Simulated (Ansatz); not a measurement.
Take a crystal in which N has been replaced by Sb on all its sites, with the cell rescaled by a rough guess (in some cases also distorted within its space group) and nothing relaxed:

```
Sb
1.0
     5.51062    0.00000    0.00000
    -2.75531    4.77234    0.00000
     0.00000    0.00000    8.94394
Sb
2
Cartesian
  0.0000 3.1816 2.2360
  2.7553 1.5908 6.7080
```

These are results of DFT PBEsol, scalar-relativistic, plane waves, PAW in Ansatz 0.2.0, not measurements.

Plane waves to 420 eV, a k mesh through Γ of 9×9×6 on the computed 2-atom cell and Gaussian smearing (0.10 eV); no spin polarisation.

Q: Will this cell want to expand or contract, and how hard?

A: The pressure is -2.1 GPa (positive in compression), so the cell would contract.

Q: Is it a metal on this mesh?

A: Yes, a band crosses the Fermi level.

Spin-orbit coupling is left out, which matters for the bands of heavy elements.

This form isn't the element's structure at ambient conditions.